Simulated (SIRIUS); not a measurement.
**Pb in SIRIUS: convergence with k mesh**

Pb:

```
Pb
1.0
    -1.97966    1.97966    1.97966
     1.97966   -1.97966    1.97966
     1.97966    1.97966   -1.97966
Pb
1
Direct
  0.00000 0.00000 0.00000
```

This isn't the form of Pb at room conditions, which is fcc.

```yaml
Program: SIRIUS 7.10.0
Task: single point
Functional: PBE
Potentials_or_basis: GBRV 1.5 PBE (ultrasoft)
Cutoff: 557 eV
Density_cutoff: 5442 eV
k_mesh: 3 × 3 × 3
Occupations: fermi-dirac, width 0.05 eV
Spin: no spin polarisation
```

These are the settings of the first run; the series varies k mesh, with any setting tied to it.

Hardware: 1 thread of Arm Neoverse V1 (shared host).

```tsv
k mesh	energy less the tightest run, at zero smearing (meV/atom)	pressure (GPa)	SCF cycles	CPU time (s)	peak memory (GiB)
3 × 3 × 3	110.27	0.43	20	7.6	0.21
5 × 5 × 5	64.81	2.72	19	10	0.21
7 × 7 × 7	-25.38	0.40	19	14	0.23
8 × 8 × 8	-22.76	1.16	19	18	0.24
10 × 10 × 10	9.81	1.05	19	26	0.26
12 × 12 × 12	5.92	1.14	19	37	0.3
15 × 15 × 15	3.47	1.15	19	58	0.36
18 × 18 × 18	0.00	1.03	19	87	0.46
```

Not settled before the last step: the energy (to 1 meV/atom), the pressure (to 0.1 GPa). Meshes of other sizes hit other points, so gaps and Fermi surfaces needn't settle smoothly. The tightest run that finished is the yardstick and may itself not be fully converged.

Spin-orbit coupling is left out, which matters for the levels of Pb.
